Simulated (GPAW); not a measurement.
Runs of GPAW 26.7.0 on Hf. It takes space group P6_3/mmc (No. 194, hexagonal). Conventional cell: a = 3.197 Å, b = 3.197 Å, c = 5.058 Å, α = 90.00°, β = 90.00°, γ = 120.00°. Hf (site symmetry -6m2) is surrounded by 12 Hf at 3.13 to 3.20 Å. 

| task | level | potentials or basis | cell | k mesh | cutoff (eV) | maxiter | optimizer | fmax | max steps | convergence | mesh quality | gap on the mesh (eV) | pressure (GPa) | relaxed volume (Å³/atom) |
| --- | --- | --- | --- | --- | --- | --- | --- | --- | --- | --- | --- | --- | --- | --- |
| relaxation of cell and atoms | PBEsol+D4 | PAW data sets generated in the run's folder for this functional, pw | relaxed | 8 × 8 × 5 | 600 | 150 | BFGS | 0.02 eV/Å | 60 | density=1e-05 forces=0.0001 | not flagged | none | 0.1 | (a) |
| relaxation of cell and atoms | PBEsol | PAW data sets generated in the run's folder for this functional, pw | relaxed | 8 × 8 × 5 | 600 | 150 | BFGS | 0.02 eV/Å | 60 | density=1e-05 forces=0.0001 | not flagged | none | 0.1 | 21.72 |
| hybrid scf | TPSSh | GPAW PAW data sets (gpaw-data 1.2.1), pw | as given | 4 × 4 × 2 | 500 | 40 | - | - | - | - | coarse | none | - | - |
| single point | r2SCAN | GPAW PAW data sets (gpaw-data 1.2.1), pw | as given | 8 × 8 × 4 | 500 | 120 | - | - | - | default | not flagged | none | 0.0 | - |
| relaxation of cell and atoms | PBEsol+D3(BJ) | PAW data sets generated in the run's folder for this functional, pw | relaxed | 8 × 8 × 5 | 600 | 150 | BFGS | 0.02 eV/Å | 60 | density=1e-05 forces=0.0001 | not flagged | none | 0.0 | 21.01 |

Alike in all rows: no spin polarisation; smearing fermi-dirac 0.05 eV.

**Question.** Fill in the values left out.

**Answer.** (a) 21.55.

Caveats: some runs use coarse meshes; later steps reuse the first step's grids (some runs); pairwise dispersion overbinds metals, which lowers pressure and volume (some runs); the PAW data sets were made with another functional, which shifts forces and pressure a little (some runs); exact exchange converges slowly with the k mesh, and this mesh is small (some runs); the scaled meta-GGA exchange is a class typed in the script (some runs); the cutoff is short for stress and forces, so pressures can be off by a GPa or more (some runs).

A k mesh can miss the band edges, and the runs leave out spin-orbit coupling on Hf.

A gap of «none» marks a metal or a gap under the smearing width.
